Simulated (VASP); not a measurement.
Write the native input for VASP 6.6.1 that does the following.

| Item | Value |
| --- | --- |
| Task | band structure |
| Functional | LDA |
| Potentials or basis | VASP PAW LDA potentials, release 64 (Si) |
| Cutoff | 520 eV |
| k mesh | 6 × 5 × 6 |
| Occupations | gaussian, width 0.02 eV |
| Spin | no spin polarisation |
| Further INCAR settings | ALGO = Fast; EDIFF = 1e-06; NBANDS = 16 |

The structure of Si lies in POSCAR:

```
Si                                      
1.0
    3.8520799298      0.0000000000      0.0000000000
    0.0000000000      5.4476636800      0.0000000000
    0.0000000000      0.0000000000      3.8069209042
  Si            
     4
Direct
     0.0000000000000000    0.9992432964259366    0.0000000000000000
     0.5000000000000000    0.4992432964259365    0.5000000000000000
     0.0000000000000000    0.2507567035740635    0.5000000000000000
     0.5000000000000000    0.7507567035740634    0.0000000000000000
```

These files were run (other wordings do the same):

INCAR

```
ALGO     = Fast           # electronic algorithm
EDIFF    = 1E-6           # SCF threshold, eV
ENCUT    = 520            # plane-wave cutoff, eV
ISIF     = 2              # what is computed and relaxed
ISMEAR   = 0              # smearing method
LASPH    = T              # aspherical terms in the spheres
LCHARG   = F              # write CHGCAR
LREAL    = F              # projectors in reciprocal space
LWAVE    = F              # write WAVECAR
NBANDS   = 16             # bands
NELM     = 80             # most SCF steps
PREC     = Accurate       # precision mode
SIGMA    = 0.02           # smearing width, eV
```

KPOINTS

```
k-points
0
Gamma
  6 5 6
```

KPOINTS_OPT

```
path GXSYGZURTZ,YT,UX,SR
10
line-mode
reciprocal
 0.0000000000  0.0000000000  0.0000000000  G
 0.0000000000  0.0000000000  0.5000000000  X

 0.0000000000  0.0000000000  0.5000000000  X
 0.5000000000  0.0000000000  0.5000000000  S

 0.5000000000  0.0000000000  0.5000000000  S
 0.5000000000  0.0000000000  0.0000000000  Y

 0.5000000000  0.0000000000  0.0000000000  Y
 0.0000000000  0.0000000000  0.0000000000  G

 0.0000000000  0.0000000000  0.0000000000  G
 0.0000000000  0.5000000000  0.0000000000  Z

 0.0000000000  0.5000000000  0.0000000000  Z
 0.0000000000  0.5000000000  0.5000000000  U

 0.0000000000  0.5000000000  0.5000000000  U
 0.5000000000  0.5000000000  0.5000000000  R

 0.5000000000  0.5000000000  0.5000000000  R
 0.5000000000  0.5000000000  0.0000000000  T

 0.5000000000  0.5000000000  0.0000000000  T
 0.0000000000  0.5000000000  0.0000000000  Z

 0.5000000000  0.0000000000  0.0000000000  Y
 0.5000000000  0.5000000000  0.0000000000  T

 0.0000000000  0.5000000000  0.5000000000  U
 0.0000000000  0.0000000000  0.5000000000  X

 0.5000000000  0.0000000000  0.5000000000  S
 0.5000000000  0.5000000000  0.5000000000  R
```

Potentials or basis: VASP PAW LDA potentials, release 64 (Si).

Run with:

```console
$ cat potpaw_LDA.64/Si/POTCAR > POTCAR
$ mpirun -np 1 vasp_std > vasp.out
```

It gave:

* Pressure: -1.2 GPa
* Band gap on the k mesh: 0.43 eV
* Band gap along the path: 0.42 eV

Wall time 69 s on 1 thread of AMD EPYC 9R14 (Zen 4) (shared host), peak memory 0.18 GiB.
